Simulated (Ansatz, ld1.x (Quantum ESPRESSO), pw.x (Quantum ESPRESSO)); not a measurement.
hafnium (Hf): one change to the TM potential, in the atom and in the bcc crystal

```json
{"Element": "Hf", "Generator": "ld1.x (Quantum ESPRESSO) 7.5", "Type": "norm-conserving Troullier–Martins (Kleinman–Bylander form)", "Functional": "PBE", "Relativity": "scalar-relativistic", "Frozen core": "[Xe] 4f14", "Valence charge": "4", "Reference configuration": "5d2 6s1.5 6p0 (charge +0.5)", "Partial waves": "6s (bound): rc 2.25 bohr; 6p (bound, empty): rc 3.25 bohr; 5d (bound): rc 1.80 bohr", "Local potential": "all-electron potential smoothed inside 2.80 bohr (lloc = -1)", "Core correction": "Bessel-smoothed model core inside 1.25 bohr"}
```

Change: wave 6s (bound): rc 2.25 bohr becomes 6s (bound): rc 2.94 bohr.

Cutoffs, loose and tight: the cutoffs (Ry, on a coarse ladder) from which the occupation-weighted sum of valence levels, in a spherical-Bessel basis at the reference potential, stays within 10 and 1 mRy of its value at 400 Ry. They do not see the model core or the augmentation charge, which bear on the density cutoff. Test errors are all-electron minus pseudo excitation energies from the reference, over the configurations 5d2 6s2 6p0; 5d2 6s1 6p0; 5d2 6s0 6p0; 5d1 6s0 6p0; 5d1 6s2 6p1; 5d2 6s1 6p1; 5d3 6s0 6p0; variants that change the core or the reference have their own tests.

Crystal test: bcc Hf in pw.x 7.5, no spin, 13³ k-points, Fermi–Dirac smearing 0.01 Ry, cutoffs set for each file from its atomic test. The reference is all-electron LAPW (Ansatz 0.2.0) with the same functional, mesh and smearing; V0 and B0 come from Birch–Murnaghan fits to the pressures at five volumes. Errors are pseudo minus all-electron; Δ is the rms difference of the E(V) curves that follow from these fits, minima aligned, over ±6 % about the mean V0. Mesh and smearing are coarse, so the numbers serve the comparison and aren't converged zero-temperature values; the lattice is a test structure that the element need not adopt.

All-electron: a0 = 3.553 Å (V0 = 22.42 Å³/atom), B0 = 98.4 GPa.

**Question.** Does the change bring the crystal closer to the all-electron result?

**Answer.** The mean pressure error goes from -3.05 to -2.70 GPa, so the change moves the solid closer to the all-electron pressures.

| quantity | base | changed |
| --- | --- | --- |
| outcome (atom) | generated | generated |
| cutoff, loose (atom) | 25 Ry | 21 Ry |
| cutoff, tight (atom) | 30 Ry | 30 Ry |
| bound ghosts (atom) | none | none |
| largest test error (meV) (atom) | -279 | -255 |
| cutoffs in pw.x (Ry) | 50/200 | 50/200 |
| a0 (Å) | 3.517 | 3.521 |
| a0 error (%) | -1.01 | -0.90 |
| B0 error (%) | +6.1 | +5.8 |
| Δ (meV/atom) | 14.9 | 13.2 |
| mean pressure error (GPa) | -3.05 | -2.70 |

Base: The largest radius (3.25 bohr) exceeds half the bond length (2.90 bohr), so the spheres overlap, which is one possible source of error among others. This is a poor potential for the solid. The logarithmic derivative shows an extra or strongly shifted pseudo pole above the reference energy (s near 0.57 Ry). Changed file: The largest radius (3.25 bohr) exceeds half the bond length (2.90 bohr), so the spheres overlap, which is one possible source of error among others. This is a poor potential for the solid. The logarithmic derivative shows an extra or strongly shifted pseudo pole above the reference energy (s near 0.61 Ry). The atomic cutoffs weigh occupied waves only.
